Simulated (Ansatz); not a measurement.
**Au_Al in AlN (P6_3mc): charge-transition levels and formation energies**

Aim: at which Fermi levels does Au_Al in AlN (P6_3mc) change its charge? The model is a cell of 72 host atoms with 1 Al taken out and 1 Au put in.

Program: Ansatz 0.2.0. Level of theory: place-levels on r2SCAN runs: charge-transition levels and formation energies with image-charge correction and potential alignment at the atomic sites; PAW set soft_1. Results are calculated unless marked as measured.

## 1. The starting structure

The cell holds 72 atoms: 35 Al, 36 N and 1 Au. Cell: a = 9.320 Å, b = 9.320 Å, c = 9.956 Å, α = 90.0°, β = 90.0°, γ = 120.0°. It derives from AlN (space group P6_3mc). Nearest the centre at fractional (0.444, 0.556, 0.500): Au34 at 0.00 Å, N11 at 1.89 Å, N43 at 1.89 Å, N35 at 1.89 Å, N40 at 1.90 Å, Al9 at 3.07 Å, Al13 at 3.07 Å, Al41 at 3.07 Å.

As a file:

```xyz
72
Lattice="9.3196 0.0000 0.0000 -4.6598 8.0710 0.0000 0.0000 0.0000 9.9565" Properties=species:S:1:pos:R:3 pbc="T T T"
Al    1.5533    0.8968    2.4852
Al    0.0000    1.7936    4.9743
N     1.5533    0.8968    4.3848
N     0.0000    1.7936    1.8957
Al    1.5533    0.8968    7.4634
Al    0.0000    1.7936    9.9525
N     1.5533    0.8968    9.3631
N     0.0000    1.7936    6.8739
Al    0.0000    3.5871    2.4852
Al   -1.5533    4.4839    4.9743
N     0.0000    3.5871    4.3848
N    -1.5533    4.4839    1.8957
Al    0.0000    3.5871    7.4634
Al   -1.5533    4.4839    9.9525
N     0.0000    3.5871    9.3631
N    -1.5533    4.4839    6.8739
Al   -1.5533    6.2774    2.4852
Al   -3.1065    7.1742    4.9743
N    -1.5533    6.2774    4.3848
N    -3.1065    7.1742    1.8957
Al   -1.5533    6.2774    7.4634
Al   -3.1065    7.1742    9.9525
N    -1.5533    6.2774    9.3631
N    -3.1065    7.1742    6.8739
Al    4.6598    0.8968    2.4852
Al    3.1065    1.7936    4.9743
N     4.6598    0.8968    4.3848
N     3.1065    1.7936    1.8957
Al    4.6598    0.8968    7.4634
Al    3.1065    1.7936    9.9525
N     4.6598    0.8968    9.3631
N     3.1065    1.7936    6.8739
Al    3.1065    3.5871    2.4852
Au    1.5533    4.4839    4.9743
N     3.1065    3.5871    4.3848
N     1.5533    4.4839    1.8957
Al    3.1065    3.5871    7.4634
Al    1.5533    4.4839    9.9525
N     3.1065    3.5871    9.3631
N     1.5533    4.4839    6.8739
Al    1.5533    6.2774    2.4852
Al    0.0000    7.1742    4.9743
N     1.5533    6.2774    4.3848
N     0.0000    7.1742    1.8957
Al    1.5533    6.2774    7.4634
Al    0.0000    7.1742    9.9525
N     1.5533    6.2774    9.3631
N     0.0000    7.1742    6.8739
Al    7.7663    0.8968    2.4852
Al    6.2130    1.7936    4.9743
N     7.7663    0.8968    4.3848
N     6.2130    1.7936    1.8957
Al    7.7663    0.8968    7.4634
Al    6.2130    1.7936    9.9525
N     7.7663    0.8968    9.3631
N     6.2130    1.7936    6.8739
Al    6.2130    3.5871    2.4852
Al    4.6598    4.4839    4.9743
N     6.2130    3.5871    4.3848
N     4.6598    4.4839    1.8957
Al    6.2130    3.5871    7.4634
Al    4.6598    4.4839    9.9525
N     6.2130    3.5871    9.3631
N     4.6598    4.4839    6.8739
Al    4.6598    6.2774    2.4852
Al    3.1065    7.1742    4.9743
N     4.6598    6.2774    4.3848
N     3.1065    7.1742    1.8957
Al    4.6598    6.2774    7.4634
Al    3.1065    7.1742    9.9525
N     4.6598    6.2774    9.3631
N     3.1065    7.1742    6.8739
```

Known beforehand: the electronic dielectric constant, (4.49, 4.49, 4.72), and the static one, (8.15, 8.15, 9.65), computed on the host (DFPT, PBEsol, on the r2SCAN cell), and a cell off the functional's own equilibrium shifts the ionic part.

The cell's shortest repeat is 9.3 Å.

## 2. Charge states

Levels follow from differences of total energies between charge states, each relaxed by itself.

Each atom starts 0.05 Å or so off its site in a random direction: a symmetric start keeps its symmetry, and would miss off-centre moves and Jahn–Teller distortions. Forces are taken at one point at (¼, ¼, ¼). The cell holds 2 electrons more than the neutral one, with a uniform background that keeps it neutral on the whole.

The sampling was tested on the host first: at the k-points planned (1x1x1 shifted 0.25 0.25 0.25) its energy lies -0.014 eV an atom from the dense-mesh value, under the bound of 0.02 eV set for this test; that bounds the host's error, not the defect's.

One of the inputs; charge, spin and start change from state to state.

The input, qm2.relax/input.yaml:

```yaml
crystal:
  lattice:
    - [9.31956554, 9.0e-08, 0.0]
    - [-4.65978284, 8.07098046, 0.0]
    - [0.0, 0.0, 9.95647772]
  atoms:
    - { symbol: Al, position: [0.22222222, 0.11111111, 0.24960167] }
    - { symbol: Al, position: [0.11111111, 0.22222222, 0.49960167] }
    - { symbol: "N", position: [0.22222222, 0.11111111, 0.44039833] }
    - { symbol: "N", position: [0.11111111, 0.22222222, 0.19039833] }
    - { symbol: Al, position: [0.22222222, 0.11111111, 0.74960167] }
    - { symbol: Al, position: [0.11111111, 0.22222222, 0.99960167] }
    - { symbol: "N", position: [0.22222222, 0.11111111, 0.94039833] }
    - { symbol: "N", position: [0.11111111, 0.22222222, 0.69039833] }
    - { symbol: Al, position: [0.22222222, 0.44444444, 0.24960167] }
    - { symbol: Al, position: [0.11111111, 0.55555556, 0.49960167] }
    - { symbol: "N", position: [0.22222222, 0.44444444, 0.44039833] }
    - { symbol: "N", position: [0.11111111, 0.55555556, 0.19039833] }
    - { symbol: Al, position: [0.22222222, 0.44444444, 0.74960167] }
    - { symbol: Al, position: [0.11111111, 0.55555556, 0.99960167] }
    - { symbol: "N", position: [0.22222222, 0.44444444, 0.94039833] }
    - { symbol: "N", position: [0.11111111, 0.55555556, 0.69039833] }
    - { symbol: Al, position: [0.22222222, 0.77777778, 0.24960167] }
    - { symbol: Al, position: [0.11111111, 0.88888889, 0.49960167] }
    - { symbol: "N", position: [0.22222222, 0.77777778, 0.44039833] }
    - { symbol: "N", position: [0.11111111, 0.88888889, 0.19039833] }
    - { symbol: Al, position: [0.22222222, 0.77777778, 0.74960167] }
    - { symbol: Al, position: [0.11111111, 0.88888889, 0.99960167] }
    - { symbol: "N", position: [0.22222222, 0.77777778, 0.94039833] }
    - { symbol: "N", position: [0.11111111, 0.88888889, 0.69039833] }
    - { symbol: Al, position: [0.55555556, 0.11111111, 0.24960167] }
    - { symbol: Al, position: [0.44444444, 0.22222222, 0.49960167] }
    - { symbol: "N", position: [0.55555556, 0.11111111, 0.44039833] }
    - { symbol: "N", position: [0.44444444, 0.22222222, 0.19039833] }
    - { symbol: Al, position: [0.55555556, 0.11111111, 0.74960167] }
    - { symbol: Al, position: [0.44444444, 0.22222222, 0.99960167] }
    - { symbol: "N", position: [0.55555556, 0.11111111, 0.94039833] }
    - { symbol: "N", position: [0.44444444, 0.22222222, 0.69039833] }
    - { symbol: Al, position: [0.55555556, 0.44444444, 0.24960167] }
    - { symbol: Au, position: [0.44444444, 0.55555556, 0.49960167] }
    - { symbol: "N", position: [0.55555556, 0.44444444, 0.44039833] }
    - { symbol: "N", position: [0.44444444, 0.55555556, 0.19039833] }
    - { symbol: Al, position: [0.55555556, 0.44444444, 0.74960167] }
    - { symbol: Al, position: [0.44444444, 0.55555556, 0.99960167] }
    - { symbol: "N", position: [0.55555556, 0.44444444, 0.94039833] }
    - { symbol: "N", position: [0.44444444, 0.55555556, 0.69039833] }
    - { symbol: Al, position: [0.55555556, 0.77777778, 0.24960167] }
    - { symbol: Al, position: [0.44444444, 0.88888889, 0.49960167] }
    - { symbol: "N", position: [0.55555556, 0.77777778, 0.44039833] }
    - { symbol: "N", position: [0.44444444, 0.88888889, 0.19039833] }
    - { symbol: Al, position: [0.55555556, 0.77777778, 0.74960167] }
    - { symbol: Al, position: [0.44444444, 0.88888889, 0.99960167] }
    - { symbol: "N", position: [0.55555556, 0.77777778, 0.94039833] }
    - { symbol: "N", position: [0.44444444, 0.88888889, 0.69039833] }
    - { symbol: Al, position: [0.88888889, 0.11111111, 0.24960167] }
    - { symbol: Al, position: [0.77777778, 0.22222222, 0.49960167] }
    - { symbol: "N", position: [0.88888889, 0.11111111, 0.44039833] }
    - { symbol: "N", position: [0.77777778, 0.22222222, 0.19039833] }
    - { symbol: Al, position: [0.88888889, 0.11111111, 0.74960167] }
    - { symbol: Al, position: [0.77777778, 0.22222222, 0.99960167] }
    - { symbol: "N", position: [0.88888889, 0.11111111, 0.94039833] }
    - { symbol: "N", position: [0.77777778, 0.22222222, 0.69039833] }
    - { symbol: Al, position: [0.88888889, 0.44444444, 0.24960167] }
    - { symbol: Al, position: [0.77777778, 0.55555556, 0.49960167] }
    - { symbol: "N", position: [0.88888889, 0.44444444, 0.44039833] }
    - { symbol: "N", position: [0.77777778, 0.55555556, 0.19039833] }
    - { symbol: Al, position: [0.88888889, 0.44444444, 0.74960167] }
    - { symbol: Al, position: [0.77777778, 0.55555556, 0.99960167] }
    - { symbol: "N", position: [0.88888889, 0.44444444, 0.94039833] }
    - { symbol: "N", position: [0.77777778, 0.55555556, 0.69039833] }
    - { symbol: Al, position: [0.88888889, 0.77777778, 0.24960167] }
    - { symbol: Al, position: [0.77777778, 0.88888889, 0.49960167] }
    - { symbol: "N", position: [0.88888889, 0.77777778, 0.44039833] }
    - { symbol: "N", position: [0.77777778, 0.88888889, 0.19039833] }
    - { symbol: Al, position: [0.88888889, 0.77777778, 0.74960167] }
    - { symbol: Al, position: [0.77777778, 0.88888889, 0.99960167] }
    - { symbol: "N", position: [0.88888889, 0.77777778, 0.94039833] }
    - { symbol: "N", position: [0.77777778, 0.88888889, 0.69039833] }
  host:
    repeats: [3, 3, 2]
    atoms:
      - { symbol: Al, position: [0.66666667, 0.33333333, 0.49920333] }
      - { symbol: Al, position: [0.33333333, 0.66666667, 0.99920333] }
      - { symbol: "N", position: [0.66666667, 0.33333333, 0.88079667] }
      - { symbol: "N", position: [0.33333333, 0.66666667, 0.38079667] }
total_charge: -2
basis:
  ecutwfc: 500
  xc_grid: 2
hamiltonian:
  xc: r2scan
  pseudopotentials: { kind: paw, azcp: { folder: soft_1 } }
kpoints:
  mp_grid: { grid: [1, 1, 1], shift: [0.25, 0.25, 0.25] }
scf:
  occupations: { method: fixed }
  max_iter: 60
output:
  forces: true
  charged_corrections:
    epsilon: [4.49, 4.49, 4.72]
    static_epsilon: [8.15, 8.15, 9.65]
    defect_position: [0.444444, 0.555556, 0.499602]
relax:
  f_tol: 0.02
  max_steps: 80
  random_displacement: { amplitude: 0.05, seed: 356 }
checkpoint:
  write: "../qm2.relax.run"
  compress: false
  write_wavefunctions: true
  write_every: 100000
```

Command:

```console
$ ansatz run input.yaml --threads 4 --pin off --max-ram 15073MiB --backend cpu --events-out ev --progress --plain --runs-dir out
```

The relaxed structure is kept and the sampling changed to a 2×2×2 shifted mesh.

The run of this state that the levels use, under r2SCAN:

The input, qm2.point/input.yaml:

```yaml
crystal:
  checkpoint: "../qm2.relax.run"
  host: checkpoint
total_charge: -2
basis:
  ecutwfc: 500
  xc_grid: 2
hamiltonian:
  xc: r2scan
  pseudopotentials: { kind: paw, azcp: { folder: soft_1 } }
kpoints:
  mp_grid: { grid: [2, 2, 2], shift: [0.5, 0.5, 0.5] }
scf:
  occupations: { method: fermi_dirac, width: 0.01 }
  max_iter: 60
output:
  forces: true
  eigenvalues: true
  charged_corrections:
    epsilon: [4.49, 4.49, 4.72]
    static_epsilon: [8.15, 8.15, 9.65]
    defect_position: [0.444444, 0.555556, 0.499602]
  eigenstates: { localisation: true }
  populations: true
checkpoint:
  read: "../qm2.relax.run"
  write: "../qm2.point.run"
  compress: false
  write_wavefunctions: false
  write_every: 100000
```

Relaxations under r2SCAN at one point at (¼, ¼, ¼); times on 4 threads of Arm Neoverse V2, shared host:

| charge | moment (μB) | occupations | outcome | steps | largest displacement against the far atoms (Å) | time |
| --- | --- | --- | --- | --- | --- | --- |
| −2 | 0 | fixed | converged | 8 | 0.51 | 92 s |
| −1 | 1 | fixed | converged | 13 | 0.31 | 5.5 min |
| 0 | 0 | fixed | converged | 11 | 0.31 | 2.5 min |
| 0 | 2 | fixed | converged | 6 | 0.30 | 3 min |
| +1 | 1 | fixed | converged | 14 | 0.30 | 5.7 min |
| +1 | 3 | fixed | converged | 5 | 0.23 | 2.4 min |

Single points under r2SCAN at a 2×2×2 shifted mesh; times on 4 threads of Arm Neoverse V2, shared host:

| charge | moment (μB) | occupations | outcome | time |
| --- | --- | --- | --- | --- |
| −2 | 0 | fermi-dirac | converged | 69 s |
| −1 | 1 | fermi-dirac | converged | 2.8 min |
| 0 | 0 | fermi-dirac | converged | 81 s |
| 0 | 2 | fermi-dirac | converged | 3.4 min |
| +1 | 1 | fermi-dirac | converged | 4.5 min |
| +1 | 3 | fermi-dirac | converged | 2.8 min |

Distances (Å) from Au34 to the nearest atoms after relaxation with r2SCAN:

| charge | moment (μB) | 1. | 2. | 3. | 4. | 5. | 6. |
| --- | --- | --- | --- | --- | --- | --- | --- |
| −2 | 0 | N 2.20 | N 2.23 | N 2.24 | N 2.30 | Al 2.90 | Al 2.92 |
| −1 | 1 | N 2.16 | N 2.16 | N 2.16 | N 2.24 | Al 3.04 | Al 3.04 |
| 0 | 0 | N 2.07 | N 2.15 | N 2.17 | N 2.17 | N 2.89 | Al 3.03 |
| 0 | 2 | N 2.12 | N 2.12 | N 2.17 | N 2.18 | Al 3.03 | N 3.03 |
| +1 | 1 | N 2.05 | N 2.05 | N 2.10 | N 2.24 | N 2.84 | Al 2.96 |
| +1 | 3 | N 2.10 | N 2.11 | N 2.11 | N 2.12 | N 3.09 | Al 3.12 |

(Continued in part 2 of 2.)

[Logs are printed without paths, hosts, clocks, repeated set-up lines and the standing remarks that a program may print on its own settings, such as how far it seeks lower states.]

[Hosts, paths, dates, database ids (printed as entryN), source tags and the programs' standing remarks are cut or masked in the printed files.]

[Where a table of states has a column of steps, it counts the stored structures, which are thinned; the runs took as many ionic steps or more.]

[A defect's name tells the site on which it was built; relaxed atoms can leave that site.]

[For some hosts the program warned that the k-mesh of the response run may be too coarse for force constants and the static dielectric constant; such warnings are not shown here.]
